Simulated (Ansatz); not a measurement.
A crystal relaxed with r2SCAN in Ansatz 0.2.0 has space group Fm-3m (No. 225) and a = 7.065 Å.

```json
{"atom": "Xx", "site": "4a", "x": "0.0000", "y": "0.0000", "z": "0.0000"}
{"atom": "Te", "site": "4b", "x": "0.5000", "y": "0.0000", "z": "0.0000"}
```

The r2SCAN gap is indirect, 2.00 eV (Γ to X), below the direct gap of 2.36 eV at X. With HSE06 the valence top lies at Γ and the conduction bottom at X, 2.35 eV higher; the smallest vertical gap, at X, is 2.75 eV. PBE gives an indirect gap of 1.65 eV, from Γ to X; the least direct gap is 2.01 eV at X. Meshes: r2SCAN 6×6×6, HSE06 4×4×4, PBE 6×6×6. r2SCAN's ε∞ is 5.3 in all directions.

Problem. Which element is Xx?
A. Mg
B. Sr
C. Ba
D. Ca

Solution. C. Xx is Ba: BaTe (started from an entry of an open crystallographic database). Around Ba lie 6 Te at 3.53 Å; around Te lie 6 Ba at 3.53 Å.

Spin-unpolarised throughout; all numbers are computed.

Spin-orbit coupling is left out, which matters wherever the heavy atoms make up the band edges.

The meshes of the hybrids are coarse, so their gaps aren't converged to the digits shown.
